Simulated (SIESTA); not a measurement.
The system is Pd.

```
Pd
1.0
     0.00000    1.94650    1.94650
     1.94650    0.00000    1.94650
     1.94650    1.94650    0.00000
Pd
1
Direct
  0.00000 0.00000 0.00000
```

Base run:

```yaml
Program: SIESTA 5.4.2
Functional: PBE
Potentials_or_basis: PseudoDojo 0.4 standard (PBE files)
Basis: SZ (energy shift 0.002 Ry)
Grid_cutoff: 800 Ry
Energy_shift: 0.002 Ry
k_mesh: 12 × 12 × 12
Occupations: fermi-dirac, width 0.05 eV
Spin: no spin polarisation
```

Its results: band gap on the k mesh none (metal or under the smearing width); pressure 14.0 GPa.

Problem. After a change of settings the same cell gave: band gap on the k mesh none (metal or under the smearing width); pressure -0.8 GPa. Which change was it?
A. basis from SZ (energy shift 0.002 Ry) to DZ (energy shift 0.01 Ry); energy shift from 0.002 Ry to 0.01 Ry
B. basis from SZ (energy shift 0.002 Ry) to DZP (energy shift 0.002 Ry)
C. potentials or basis from PseudoDojo 0.4 standard (PBE files) to SG15 1.2 (PBE files) or PseudoDojo by element; basis from SZ (energy shift 0.002 Ry) to DZP (energy shift 0.002 Ry)

Solution. A.

Caveats: the basis has no polarisation orbitals; the basis of atomic orbitals isn't converged, which shifts pressures, moduli and gaps; semicore shells carry a single zeta, which can move pressures by several GPa and volumes by a few percent (some runs).
